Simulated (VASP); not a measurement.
Wanted: the native input for a VASP 6.6.1 run.

```yaml
Task: relaxation of cell and atoms
Functional: PBE
Dispersion: D3(BJ)
Potentials_or_basis: VASP PAW PBE potentials, release 64 (Hf_pv, B)
Cutoff: 600 eV
k_mesh: 8 × 8 × 8
Occupations: fermi-dirac, width 0.05 eV
Spin: no spin polarisation
Ladder: gaps
Further_INCAR_settings: ALGO = Normal; EDIFF = 1e-07; IBRION = 2; EDIFFG = -0.005; NSW = 60; ISIF = 3
```

The structure of HfB2 lies in POSCAR:

```
HfB2
1.0
    3.1400000000      0.0000000000      0.0000000000
   -1.5700000000      2.7193197679      0.0000000000
    0.0000000000      0.0000000000      3.4800000000
Hf B
1 2
Direct
    0.0000000000      0.0000000000      0.0000000000
    0.6666666667      0.3333333333      0.5000000000
    0.3333333333      0.6666666667      0.5000000000
```

One way to write it, as run:

INCAR

```
PREC = Accurate
ENCUT = 600
EDIFF = 1E-7
ISMEAR = -1
SIGMA = 0.05
LREAL = False
LASPH = True
NELM = 80
ALGO = Normal
ISIF = 3
LWAVE = False
LCHARG = False
GGA = PE
IVDW = 12
IBRION = 2
NSW = 60
EDIFFG = -0.005
```

KPOINTS

```
Automatic mesh
0
Gamma
  8 8 8
```

Potentials or basis: VASP PAW PBE potentials, release 64 (Hf_pv, B).

Launch:

```console
$ cat potpaw_PBE.64/Hf_pv/POTCAR potpaw_PBE.64/B/POTCAR > POTCAR
$ mpirun -np 1 vasp_std > vasp.out
```

Results of the run:

| Property | Result |
| --- | --- |
| Relaxed volume | 9.71 Å³/atom |
| Relaxed cell | a = 3.122 Å, b = 3.122 Å, c = 3.450 Å, α = 90.00°, β = 90.00°, γ = 120.00° |
| Space group after relaxing (to 0.05 Å) | P6/mmm (No. 191) |
| Energy gained by relaxing | 3.2 meV/atom |
| Ionic steps | 8 |
| Pressure after relaxing | 0.0 GPa |
| Band gap on the k mesh | none (metal or under the smearing width) |
| Dispersion energy per atom | -0.369 eV |

Caveat: pairwise dispersion overbinds metals, which lowers pressure and volume.

Run time: 69 s on 1 thread of Intel(R) Xeon(R) Platinum 8375C CPU @ 2.90GHz (Ice Lake), on a shared host, peak memory 0.18 GiB.
